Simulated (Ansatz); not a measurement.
# Ru (Ru, omega (AlB2-type)): the cost of one run

Method: DFT PBE, plane waves (420 eV) with PAW, scalar-relativistic, in Ansatz 0.2.0.

## Step 1: The starting structure

Symmetry: P6/mmm, No. 191, hexagonal system. Conventional cell: a = 4.247 Å, b = 4.247 Å, c = 2.603 Å, α = 90.00°, β = 90.00°, γ = 120.00°. Around Ru (site symmetry 6/mmm) lie 14 Ru at 2.60 to 2.78 Å. Around Ru (site symmetry -6m2) lie 11 Ru at 2.45 to 2.78 Å.

As a file:

```
CELL_PARAMETERS angstrom
4.24692 0.00000 0.00000
-2.12346 3.67794 0.00000
0.00000 0.00000 2.60336
ATOMIC_POSITIONS crystal
Ru 0.00000 0.00000 0.00000
Ru 0.33333 0.66667 0.50000
Ru 0.66667 0.33333 0.50000
```

The atoms start with moments of +1 ×3 μB.

## Step 2: Relaxing cell and atoms

input.yaml reads:

```yaml
crystal:
  lattice:
    - [4.2469224303, 0.0, 0.0]
    - [-2.1234612151, 3.6779427125, 0.0]
    - [0.0, 0.0, 2.6033634498]
  atoms:
    - { symbol: Ru, position: [0.0, 0.0, 0.0], spin: 1.0 }
    - { symbol: Ru, position: [0.3333333333, 0.6666666667, 0.5], spin: 1.0 }
    - { symbol: Ru, position: [0.6666666667, 0.3333333333, 0.5], spin: 1.0 }
hamiltonian:
  xc: pbe
  pseudopotentials:
    kind: paw
    azcp:
      Ru: "pseudopotentials/Ru.paw.azcp"
basis:
  ecutwfc: 420
  fft_grid_basis: typed
kpoints:
  mp_grid: { grid: [9, 9, 12], shift: [0, 0, 0] }
magnetization:
  spin_polarized: true
scf:
  occupations: { method: fermi_dirac, width: 0.05 }
relax:
  max_steps: 60
  f_tol: 0.01
  cell: {}
```

**Question.** How long does this run take on 2 threads of an Arm CPU, shared host, and how much memory does it need?

About 43 s, with a peak of 0.42 GiB.
